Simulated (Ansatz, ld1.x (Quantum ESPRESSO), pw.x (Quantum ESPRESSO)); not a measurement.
## Equation-of-state test of one TM potential (silicon)

Si (Z = 14), norm-conserving Troullier–Martins (Kleinman–Bylander form), made with ld1.x (Quantum ESPRESSO) 7.5 (LDA (PW92), scalar-relativistic). Core [Ne], reference 3s2 3p2. Waves: 3s (bound): rc 1.85 bohr; 3p (bound): rc 1.70 bohr; 3d channel at 0.35 Ry: rc 1.60 bohr. Local part: all-electron potential smoothed inside 1.25 bohr (lloc = -1). Core correction: Bessel-smoothed model core, default radius (core density twice the valence density).

Atomic tests: cutoffs needed: 15 Ry and 40 Ry (the cutoffs (Ry, on a coarse ladder) from which the occupation-weighted sum of valence levels, in a spherical-Bessel basis at the reference potential, stays within 10 and 1 mRy of its value at 400 Ry); ghost test: no extra level below or beside the all-electron valence levels (s, p, d, f tested) (spherical-Bessel basis up to 400 Ry, 20 bohr box); largest excitation error: +100 meV (all-electron minus pseudo) for 3s1 3p0, out of 7 test configurations.

Crystal test: fcc Si in pw.x 7.5, no spin, 15³ k-points, Fermi–Dirac smearing 0.01 Ry, cutoffs 50/200 Ry. The reference is all-electron LAPW (Ansatz 0.2.0) with the same functional, mesh and smearing; V0 and B0 come from Birch–Murnaghan fits to the pressures at five volumes. Errors are pseudo minus all-electron; Δ is the rms difference of the E(V) curves that follow from these fits, minima aligned, over ±6 % about the mean V0. Mesh and smearing are coarse, so the numbers serve the comparison and aren't converged zero-temperature values; the lattice is a test structure that the element need not adopt.

```tsv
V (Å³/atom)	P all-electron (GPa)	P pseudo (GPa)
13.158	5.68	4.35
13.504	2.89	1.67
13.850	0.45	-0.69
14.196	-1.71	-2.76
14.543	-3.61	-4.58
```

All-electron: a0 = 3.818 Å (V0 = 13.92 Å³/atom), B0 = 90.0 GPa.

Pseudopotential: mean pressure error (GPa): -1.14; a0 (Å): 3.802; a0 error (%): -0.42; B0 error (%): +1.3; Δ (meV/atom): 3.4.

At the middle volume, how do free energy and pressure move when the wave cutoff is lowered (ecutrho kept at four times it)?

| cutoff (Ry) | shift of F (meV/atom) | shift of P (GPa) |
| --- | --- | --- |
| 22 | +79.3 | +0.17 |
| 30 | +36.3 | -1.01 |
| 40 | +3.5 | -0.21 |

The 8 pw.x runs together took about 41 s on one core of a shared server CPU.
